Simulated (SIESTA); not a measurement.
Runs of SIESTA 5.4.2 on TiO2. Symmetry: C2/m, No. 12, monoclinic system. Conventional cell: a = 12.307 Å, b = 3.767 Å, c = 6.616 Å, α = 90.00°, β = 106.95°, γ = 90.00°. Ti (site symmetry m) is surrounded by 4 O at 1.86 to 1.94 Å. Ti (site symmetry m) has 5 O at 1.78 to 2.03 Å as nearest neighbours. O (site symmetry m) has 3 Ti at 1.94 to 2.03 Å as nearest neighbours. Around O (site symmetry m) lie 3 Ti at 1.96 to 2.16 Å. O (site symmetry m) has 2 Ti at 1.78 to 1.87 Å as nearest neighbours. O (site symmetry m) has 2 Ti at 1.86 to 1.93 Å as nearest neighbours. The cell comes from a database or a generator and needn't be the stable form of this composition.

```csv
task,level,potentials or basis,k mesh,gap on the mesh (eV),pressure (GPa),V0 of scaled cells (Å³/atom),B0 (GPa),largest force (eV/Å)
band structure,PBEsol,"PseudoDojo 0.4 standard (PBEsol files), DZP (energy shift 0.003 Ry; two zetas on semicore shells)",8 × 8 × 4,2.62,-4.0,-,-,0.17
single point,PBE,"PseudoDojo 0.4 standard (PBE files), DZP (energy shift 0.003 Ry; two zetas on semicore shells)",8 × 8 × 4,2.64,1.5,-,-,0.18
equation of state,PBEsol,"PseudoDojo 0.4 standard (PBEsol files), DZP (energy shift 0.003 Ry; two zetas on semicore shells)",6 × 6 × 3,-,-,11.98,205,-
band structure,LDA,"PseudoDojo 0.4 standard (LDA files), DZP (energy shift 0.003 Ry; two zetas on semicore shells)",8 × 8 × 4,(a),(b),-,-,(d)
equation of state,LDA,"PseudoDojo 0.4 standard (LDA files), DZP (energy shift 0.003 Ry; two zetas on semicore shells)",6 × 6 × 3,-,-,(c),219,-
```

Alike in all rows: no spin polarisation; cell as given; smearing fermi-dirac 0.05 eV; grid cutoff 800 Ry; energy shift 0.003 Ry.

Question: Estimate the missing entries.

Answer: (a) 2.58; (b) -8.7; (c) 11.70; (d) 0.23.

Caveats: the basis of atomic orbitals isn't converged, which shifts pressures, moduli and gaps; the cell was scaled at fixed shape and fractional positions, which overstates the stiffness of a crystal with free parameters, most of all of layers and chains (some runs).

A k mesh can miss the band edges.
